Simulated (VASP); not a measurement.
# SnO2 (Cassiterite) (P4_2/mnm) in VASP: notebook

The runs below take SnO2 (Cassiterite) through single point, relaxation of cell and atoms, with PBE, PBEsol+D4, PBEsol+rVV10, RPBE+D3, RPBE+D3(BJ).

Program: VASP 6.6.1. These are calculated values, not measurements. Logs are shortened: lines on timing, memory, paths and dates and some standing lists are left out, and cuts for length are marked.

**1. Starting point**

Symmetry: P4_2/mnm, No. 136, tetragonal system. Conventional cell: a = 4.738 Å, b = 4.738 Å, c = 3.187 Å, α = 90.00°, β = 90.00°, γ = 90.00°. Sn (site symmetry mmm) has 6 O at 2.05 to 2.06 Å as nearest neighbours. O (site symmetry m2m) is surrounded by 3 Sn at 2.05 to 2.06 Å.

**2. Single point, PBE**

File INCAR:

```
SYSTEM = SnO2
  ALGO = Normal
  EDIFF = 1E-7
  ENCUT = 520
  GGA = PE
  ISIF = 2
  ISMEAR = 0
  LASPH = .True.
  LCHARG = .True.
  LELF = .True.
  LREAL = .False.
  LVHAR = .True.
  LWAVE = .False.
  NBANDS = 35
  NELM = 100
  PREC = Accurate
  SIGMA = 0.014
```

File KPOINTS:

```
k-points
0
Gamma
  6 6 8
  0 0 0
```

File POSCAR:

```
SnO2
1.0
    4.7380000000      0.0000000000      0.0000000000
    0.0000000000      4.7380000000      0.0000000000
    0.0000000000      0.0000000000      3.1865000000
Sn O
2 4
Direct
    0.5000000000      0.5000000000      0.5000000000
    0.0000000000      0.0000000000      0.0000000000
    0.8071000000      0.1929000000      0.5000000000
    0.6929000000      0.6929000000      0.0000000000
    0.1929000000      0.8071000000      0.5000000000
    0.3071000000      0.3071000000      0.0000000000
```

Potentials or basis: VASP PAW PBE potentials, release 64 (Sn_d, O).

The run is started by

```console
> cat potpaw_PBE.64/Sn_d/POTCAR potpaw_PBE.64/O/POTCAR > POTCAR
> mpirun -np 1 vasp_std > vasp.out
```

OUTCAR:

```text
SYSTEM = SnO2
   EDIFF = 1E-7
   ENCUT = 520
   GGA = PE
   ISIF = 2
   ISMEAR = 0
   LASPH = .True.
   LREAL = .False.
   NELM = 100
   PREC = Accurate

 ion  position               nearest neighbor table
   1  0.500  0.500  0.500-   4 2.05   6 2.05   4 2.05   6 2.05   5 2.06   3 2.06   2 3.71   2 3.71
                             2 3.71   2 3.71   2 3.71   2 3.71   2 3.71   2 3.71
   2  0.000  0.000  0.000-   3 2.05   5 2.05   3 2.05   5 2.05   4 2.06   6 2.06   1 3.71   1 3.71
                             1 3.71   1 3.71   1 3.71   1 3.71   1 3.71   1 3.71
   3  0.807  0.193  0.500-   2 2.05   2 2.05   1 2.06
   4  0.693  0.693  0.000-   1 2.05   1 2.05   2 2.06
   5  0.193  0.807  0.500-   2 2.05   2 2.05   1 2.06
   6  0.307  0.307  0.000-   1 2.05   1 2.05   2 2.06

  LATTYP: Found a simple tetragonal cell.
 ALAT       =     4.7380000000
 C/A-ratio  =     0.6725411566

  Lattice vectors:

 A1 = (   4.7380000000,   0.0000000000,   0.0000000000)
 A2 = (   0.0000000000,   4.7380000000,   0.0000000000)
 A3 = (   0.0000000000,   0.0000000000,   3.1865000000)

Analysis of symmetry for initial positions (statically):
=====================================================================
 Subroutine PRICEL returns:
 Original cell was already a primitive cell.

 Routine SETGRP: Setting up the symmetry group for a
 simple tetragonal supercell.

 Subroutine GETGRP returns: Found 16 space group operations
 (whereof  8 operations were pure point group operations)
 out of a pool of 16 trial point group operations.

The static configuration has the point symmetry D_2h.
 The point group associated with its full space group is D_4h.

Analysis of symmetry for dynamics (positions and initial velocities):
=====================================================================
 Subroutine PRICEL returns:
 Original cell was already a primitive cell.

 Routine SETGRP: Setting up the symmetry group for a
 simple tetragonal supercell.

 Subroutine GETGRP returns: Found 16 space group operations
 (whereof  8 operations were pure point group operations)
 out of a pool of 16 trial point group operations.

The dynamic configuration has the point symmetry D_2h.
 The point group associated with its full space group is D_4h.

 Subroutine INISYM returns: Found 16 space group operations
 (whereof  8 operations are pure point group operations),
 and found     1 'primitive' translations

----------------------------------------------------------------------------------------

[... 100 lines left out ...]
   EDIFF  = 0.1E-06   stopping-criterion for ELM
   LREAL  =      F    real-space projection
   EDIFFG = 0.1E-05   stopping-criterion for IOM
   NSW    =      0    number of steps for IOM
   IBRION =     -1    ionic relax: 0-MD 1-quasi-New 2-CG
   NFREE  =      0    steps in history (QN), initial steepest desc. (CG)
   ISIF   =      2    stress and relaxation
   ISYM   =      2    0-nonsym 1-usesym 2-fastsym
   POTIM  = 0.5000    time-step for ionic-motion
   TEBEG  =    0.0;   TEEND  =   0.0 temperature during run
   PSTRESS=    0.0 pullay stress
   NELECT =      52.0000    total number of electrons
   NUPDOWN=      -1.0000    fix difference up-down
   EMIN   =  10.00;   EMAX   =-10.00  energy-range for DOS
   EFERMI =   0.00;   METHOD = LEGACY
   ISMEAR =     0;   SIGMA  =   0.01  broadening in eV -4-tet -1-fermi 0-gaus
   EFERMI_NEDOS =   21; number of points for ismear=-14 and -15
   IALGO  =     38    algorithm
   IMIX   =      4    mixing-type and parameters
     AMIX     =   0.40;   BMIX     =  1.00
     AMIX_MAG =   1.60;   BMIX_MAG =  1.00
  volume/ion in A,a.u.               =      11.92        80.45
  Fermi-wavevector in a.u.,A,eV,Ry     =   1.472000  2.781677 29.480903  2.166785
  Thomas-Fermi vector in A             =   2.587068
   LORBIT       =      0    0 simple, 1 ext, 2 COOP (PROOUT), +10 PAW based schemes
   GGA     = PE    functional components
   LHFCALC =     F    Hartree Fock is set to
   AEXX    =    0.0000 exact exchange contribution
   IVDW    =     0    specifies the selected vdW correction
   LEPSILON=     F    determine dielectric tensor
   LRPA    =     F    only Hartree local field effects (RPA)
 non-spin polarized calculation
 Gauss-broadening in eV      SIGMA  =   0.01
  energy-cutoff  :      520.00
  volume of cell :       71.53
 maximum number of plane-waves:      1992
 NGX is ok and might be reduce to    36
   NGX = 17   NGY = 17   NGZ = 11

 number of electron      51.9999993 magnetization

 Free energy of the ion-electron system (eV)
  ---------------------------------------------------
  ext. energy  EPLUGINS =         0.00000000
  ---------------------------------------------------
  free energy    TOTEN  =       -37.15948857 eV

  energy without entropy =      -37.15948857  energy(sigma->0) =      -37.15948857

 E-fermi :   6.2296     XC(G=0): -11.2575

 val. band max:        6.1434818793   @ k =   0.0000   0.0000   0.0000
 cond. band min:       7.4159269667   @ k =   0.0000   0.0000   0.0000
 fundamental gap:      1.2724450874
 Fermi energy:         6.2296221694

 k-point     1 :       0.0000    0.0000    0.0000
  band No.  band energies     occupation
      1     -14.9631      2.00000
      2     -14.1850      2.00000
      3     -13.9015      2.00000
      4     -13.8797      2.00000
      5     -13.8797      2.00000
      6     -13.7997      2.00000
[... 901 lines left out ...]
     34      18.6700      0.00000
     35      18.7808      0.00000

 [... further k-points ...]
[... 5 lines left out ...]
  --------------------------------------------------------------------------------------
  -------------------------------------------------------------------------------------
  Total        4.7773829      4.7773829      6.2509847     -0.0000000      0.0000000      0.0000000
  in kB      107.0031580    107.0031580    140.0086867     -0.0000000      0.0000000      0.0000000
  external PRESSURE =     118.0050009 kB  Pullay stress =       0.0000000 kB

 VOLUME and BASIS-vectors are now :
 -----------------------------------------------------------------------------
  energy-cutoff  :      520.00
  volume of cell :       71.53
      direct lattice vectors                 reciprocal lattice vectors
     4.738000000  0.000000000  0.000000000     0.211059519  0.000000000  0.000000000
     0.000000000  4.738000000  0.000000000     0.000000000  0.211059519  0.000000000
     0.000000000  0.000000000  3.186500000     0.000000000  0.000000000  0.313823945

 POSITION                                       TOTAL-FORCE (eV/Angst)
 -----------------------------------------------------------------------------------
      2.36900      2.36900      1.59325        -0.000000     -0.000000     -0.000000
      0.00000      0.00000      0.00000        -0.000000     -0.000000     -0.000000
      3.82404      0.91396      1.59325        -0.208149      0.208149     -0.000000
      3.28296      3.28296      0.00000         0.208149      0.208149     -0.000000
      0.91396      3.82404      1.59325         0.208149     -0.208149      0.000000
      1.45504      1.45504      0.00000        -0.208149     -0.208149      0.000000
 -----------------------------------------------------------------------------------
    total drift:                               -0.000000      0.000000      0.000000

  FREE ENERGIE OF THE ION-ELECTRON SYSTEM (eV)
  ---------------------------------------------------
  free  energy   TOTEN  =       -37.1594885710 eV

  energy  without entropy=      -37.1594885710  energy(sigma->0) =      -37.15948857
```

OSZICAR:

```text
N       E                     dE             d eps       ncg     rms          rms(c)
DAV:   1     0.636858550691E+03    0.63686E+03   -0.25542E+04  3866   0.232E+03
DAV:   2     0.539188691538E+02   -0.58294E+03   -0.54912E+03  3807   0.612E+02
DAV:   3    -0.386867076779E+02   -0.92606E+02   -0.91083E+02  3785   0.206E+02
DAV:   4    -0.432954818563E+02   -0.46088E+01   -0.45777E+01  4417   0.494E+01
DAV:   5    -0.434165479442E+02   -0.12107E+00   -0.12089E+00  4372   0.838E+00    0.162E+01
DAV:   6    -0.370671423599E+02    0.63494E+01   -0.17540E+01  5555   0.639E+01    0.629E+00
DAV:   7    -0.371872071150E+02   -0.12006E+00   -0.20671E+00  4046   0.797E+00    0.324E+00
DAV:   8    -0.371656251603E+02    0.21582E-01   -0.16333E-01  5068   0.429E+00    0.759E-01
DAV:   9    -0.371587247928E+02    0.69004E-02   -0.35150E-02  5740   0.306E+00    0.133E-01
DAV:  10    -0.371593621031E+02   -0.63731E-03   -0.38043E-03  4319   0.469E-01    0.583E-02
DAV:  11    -0.371594904818E+02   -0.12838E-03   -0.20661E-04  4509   0.104E-01    0.138E-02
DAV:  12    -0.371594898624E+02    0.61938E-06   -0.12438E-05  4626   0.271E-02    0.789E-03
DAV:  13    -0.371594886671E+02    0.11953E-05   -0.39369E-06  4914   0.376E-02    0.160E-03
DAV:  14    -0.371594885710E+02    0.96160E-07   -0.68180E-07  4302   0.625E-03
   1 F= -.37159489E+02 E0= -.37159489E+02  d E =-.992387E-21
```

Run time: 66 s. Hardware: 1 thread of Intel Xeon Platinum 8488C (Sapphire Rapids), shared host; peak memory 0.23 GiB.

Results:

- Free energy: -37.1595 eV
- Pressure: 11.8 GPa
- Largest force: 0.294 eV/Å
- Band gap on the k mesh: 1.27 eV, direct

Forces on the atoms (eV/Å):
```
Sn   0.000  0.000  0.000
Sn   0.000  0.000  0.000
O   -0.208  0.208  0.000
O    0.208  0.208  0.000
O    0.208 -0.208  0.000
O   -0.208 -0.208  0.000
```

Caveat: spin-orbit coupling is left out, which moves the levels of the heavy elements.

**3. Relaxation of cell and atoms, PBEsol+D4**

File INCAR:

```
SYSTEM = SnO2
PREC = Accurate ; ENCUT = 600
EDIFF = 1E-6 ; ISMEAR = -1
SIGMA = 0.05 ; LREAL = .FALSE.
LASPH = .TRUE. ; NELM = 80
ALGO = Normal ; ISIF = 3
LWAVE = .FALSE. ; LCHARG = .FALSE.
GGA = PS ; IVDW = 13
IBRION = 2 ; NSW = 60
EDIFFG = -0.02
```

File KPOINTS:

```
Automatic mesh
0
G
  6 6 8
  0 0 0
```

POSCAR is that of step 2.

Potentials or basis: VASP PAW PBE potentials, release 64 (Sn_d, O).

The run is started by

```console
> cat potpaw_PBE.64/Sn_d/POTCAR potpaw_PBE.64/O/POTCAR > POTCAR
> mpirun -np 1 vasp_std > vasp.out
```

OUTCAR:

```text
SYSTEM = SnO2
   PREC = Accurate
   ENCUT = 600
   EDIFF = 1E-6
   ISMEAR = -1
   LREAL = .FALSE.
   LASPH = .TRUE.
   NELM = 80
   ISIF = 3
   GGA = PS
   IVDW = 13
   IBRION = 2
   NSW = 60
   EDIFFG = -0.02

 ion  position               nearest neighbor table
   1  0.500  0.500  0.500-   4 2.05   6 2.05   4 2.05   6 2.05   5 2.06   3 2.06   2 3.71   2 3.71
                             2 3.71   2 3.71   2 3.71   2 3.71   2 3.71   2 3.71
   2  0.000  0.000  0.000-   3 2.05   5 2.05   3 2.05   5 2.05   4 2.06   6 2.06   1 3.71   1 3.71
                             1 3.71   1 3.71   1 3.71   1 3.71   1 3.71   1 3.71
   3  0.807  0.193  0.500-   2 2.05   2 2.05   1 2.06
   4  0.693  0.693  0.000-   1 2.05   1 2.05   2 2.06
   5  0.193  0.807  0.500-   2 2.05   2 2.05   1 2.06
   6  0.307  0.307  0.000-   1 2.05   1 2.05   2 2.06

  LATTYP: Found a simple tetragonal cell.
 ALAT       =     4.7380000000
 C/A-ratio  =     0.6725411566

  Lattice vectors:

 A1 = (   4.7380000000,   0.0000000000,   0.0000000000)
 A2 = (   0.0000000000,   4.7380000000,   0.0000000000)
 A3 = (   0.0000000000,   0.0000000000,   3.1865000000)

Analysis of symmetry for initial positions (statically):
=====================================================================
 Subroutine PRICEL returns:
 Original cell was already a primitive cell.

 Routine SETGRP: Setting up the symmetry group for a
 simple tetragonal supercell.

 Subroutine GETGRP returns: Found 16 space group operations
 (whereof  8 operations were pure point group operations)
[... 164 lines left out ...]

--------------------------------------- Ionic step        1  -------------------------------------------

 number of electron      52.0000000 magnetization

 Free energy of the ion-electron system (eV)
  ---------------------------------------------------
  ext. energy  EPLUGINS =         0.00000000
  ---------------------------------------------------
  free energy    TOTEN  =       -39.64548099 eV

  energy without entropy =      -39.64548091  energy(sigma->0) =      -39.64548095

------------------------ aborting loop because EDIFF is reached ----------------------------------------

  DFT-D4 for vdW energy calculation

  Edisp (eV):   -0.92318
[... 167 lines left out ...]
--------------------------------------- Ionic step        5  -------------------------------------------

 number of electron      52.0000004 magnetization

 Free energy of the ion-electron system (eV)
  ---------------------------------------------------
  ext. energy  EPLUGINS =         0.00000000
  ---------------------------------------------------
  free energy    TOTEN  =       -39.67113690 eV

  energy without entropy =      -39.67113641  energy(sigma->0) =      -39.67113665

 E-fermi :   6.3745     XC(G=0): -11.4690

 val. band max:        5.8673204889   @ k =   0.0000   0.0000   0.0000
 cond. band min:       6.8597644978   @ k =   0.0000   0.0000   0.0000
 fundamental gap:      0.9924440089
 Fermi energy:         6.3744769017

 k-point     1 :       0.0000    0.0000    0.0000
  band No.  band energies     occupation
      1     -15.1471      2.00000
      2     -14.3737      2.00000
      3     -14.1251      2.00000
      4     -14.0996      2.00000
      5     -14.0996      2.00000
      6     -14.0360      2.00000
[... 805 lines left out ...]
     30      14.3724      0.00000
     31      15.1343      0.00000

 [... further k-points ...]

------------------------ aborting loop because EDIFF is reached ----------------------------------------

  DFT-D4 for vdW energy calculation

  Edisp (eV):   -0.91128
[... 29 lines left out ...]
  FREE ENERGIE OF THE ION-ELECTRON SYSTEM (eV)
  ---------------------------------------------------
  free  energy   TOTEN  =       -40.5824205823 eV

  energy  without entropy=      -40.5824200946  energy(sigma->0) =      -40.58242034

 reached required accuracy - stopping structural energy minimisation
```

It took 7 min on 1 thread of Intel Xeon Platinum 8488C (Sapphire Rapids), shared host; peak memory 0.27 GiB.

What came out:

* Free energy: -40.5824 eV
* Relaxed volume: 12.08 Å³/atom
* Relaxed cell: a = 4.752 Å, b = 4.752 Å, c = 3.209 Å, α = 90.00°, β = 90.00°, γ = 90.00°
* Space group after relaxing (to 0.05 Å): P4_2/mnm (No. 136)
* Energy gained by relaxing: 2.3 meV/atom
* Ionic steps: 5
* Pressure after relaxing: 0.1 GPa
* Largest force after relaxing: 0.006 eV/Å
* Band gap on the k mesh: 0.99 eV, direct
* Dispersion energy per atom: -0.152 eV

Forces in eV/Å, atoms in the order of the input:
```
Sn   0.000  0.000  0.000
Sn   0.000  0.000  0.000
O   -0.004  0.004  0.000
O    0.004  0.004  0.000
O    0.004 -0.004  0.000
O   -0.004 -0.004  0.000
```

The path:
| step | energy change (eV) | largest force (eV/Å) | pressure (GPa) | volume (Å³) |
| --- | --- | --- | --- | --- |
| 1 | 0.0000 | 0.2246 | 3.22 | 71.53 |
| 2 | 0.0103 | 0.1618 | -4.35 | 74.04 |
| 3 | -0.0135 | 0.0471 | -0.19 | 72.59 |
| 4 | -0.0135 | 0.0506 | -0.08 | 72.57 |
| 5 | -0.0138 | 0.0060 | 0.05 | 72.48 |

Final structure:
```
Sn O
1.0
     4.75233    0.00000    0.00000
     0.00000    4.75233    0.00000
     0.00000    0.00000    3.20913
Sn O
2 4
Direct
  0.50000 0.50000 0.50000
  0.00000 0.00000 0.00000
  0.80612 0.19388 0.50000
  0.69388 0.69388 0.00000
  0.19388 0.80612 0.50000
  0.30612 0.30612 0.00000
```

Levels at points of the mesh, in eV from the valence-band top:
```csv
k point,band 22,band 23,band 24,band 25,band 26,band 27,band 28,band 29,band 30,band 31
"(0.00, 0.00, 0.00)",-1.27,-1.27,-0.78,-0.78,0.00,0.99,5.90,6.06,6.06,10.21
"(0.50, 0.00, 0.00)",-1.99,-1.23,-1.23,-0.64,-0.64,4.21,4.21,6.83,6.83,10.74
"(0.50, 0.50, 0.00)",-2.01,-1.35,-1.35,-0.90,-0.90,4.61,4.61,7.28,7.28,10.78
"(0.00, 0.00, 0.50)",-2.67,-1.67,-1.67,-1.26,-1.26,5.96,5.96,9.50,9.50,10.39
"(0.50, 0.00, 0.50)",-1.75,-1.10,-1.10,-0.72,-0.72,6.24,6.24,7.81,7.81,10.74
"(0.50, 0.50, 0.50)",-2.43,-0.96,-0.96,-0.83,-0.83,4.62,4.62,8.66,8.66,10.74
```

Caveat: the PAW data sets were made with another functional, which shifts forces and pressure a little; spin-orbit coupling is left out, which moves the levels of the heavy elements.

(Part 1 of 3 ends here.)
